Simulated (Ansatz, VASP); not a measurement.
**TaN in VASP and in Ansatz**

File POSCAR:

```
TaN
1.0
    0.0000000000      2.0700500000      2.0700500000
    2.0700500000      0.0000000000      2.0700500000
    2.0700500000      2.0700500000      0.0000000000
Ta N
1 1
Direct
    0.5000000000      0.5000000000      0.5000000000
    0.0000000000      0.0000000000      0.0000000000
```

The input INCAR.step1:

```
SYSTEM = TaN
  PREC = Accurate
  ENCUT = 520
  ISMEAR = 0
  SIGMA = 0.15
  LREAL = .FALSE.
  LASPH = .TRUE.
  NELM = 80
  NBANDS = 15
  GGA = PE
  ALGO = Normal
  EDIFF = 1E-4
  LWAVE = .TRUE.
  LCHARG = .FALSE.
```

The input INCAR.step2:

```
SYSTEM = TaN
  PREC = Accurate
  ENCUT = 520
  EDIFF = 1E-7
  ISMEAR = 0
  SIGMA = 0.15
  LREAL = .FALSE.
  LASPH = .TRUE.
  NELM = 80
  ALGO = Normal
  ISIF = 2
  LWAVE = .FALSE.
  LCHARG = .FALSE.
  METAGGA = R2SCAN
  LMIXTAU = .TRUE.
  NBANDS = 15
  ISTART = 1
```

Contents of KPOINTS:

```
regular mesh
0
G
  18 18 18
  0 0 0
```

Input for Ansatz:

```yaml
crystal:
  lattice:
    - [0.0, 2.07005, 2.07005]
    - [2.07005, 0.0, 2.07005]
    - [2.07005, 2.07005, 0.0]
  atoms:
    - { symbol: Ta, position: [0.5, 0.5, 0.5] }
    - { symbol: "N", position: [0.0, 0.0, 0.0] }
basis:
  ecutwfc: 500
kpoints:
  mp_grid: { grid: [18, 18, 18] }
hamiltonian:
  xc: r2scan
scf:
  occupations: { method: gaussian, width: 0.15 }
output:
  forces: true
  stress: true
  eigenvalues: true
```

Change from the starting cell: strain -0.050 along x and y, -0.050 along z, atoms carried along.

Alike in both runs: task single point; functional r2SCAN; k mesh 18 × 18 × 18; occupations gaussian, width 0.15 eV; no spin polarisation.

|  | VASP | Ansatz |
| --- | --- | --- |
| version | VASP 6.6.1 | Ansatz 0.2.0 |
| potentials or method | VASP PAW PBE potentials, release 64 (Ta_pv, N) | scalar-relativistic, plane waves, PAW |
| plane-wave cutoff (eV) | 520 | 500 |
| valence electrons in the cell | 16 | 18 |

|  | VASP | Ansatz | Ansatz less VASP |
| --- | --- | --- | --- |
| gap on the k mesh at the Fermi level (eV) | none | none | - |
| pressure (GPa) | 97.7 | 93.7 | -3.99 |

A gap of «none» marks a metal or a gap that the smearing closes. The functional is the same, so the differences come from potentials, cutoffs and numerics. The two sets of potentials don't hold the same shells in valence.

Caveats: the cell as given lies far from equilibrium; so large a pressure means that the cell lies far from this level's equilibrium, or that cutoff or potentials fall short (VASP); the potentials were made for another functional, which shifts forces and pressure (VASP). Spin-orbit coupling is left out, which matters for the levels of Ta.
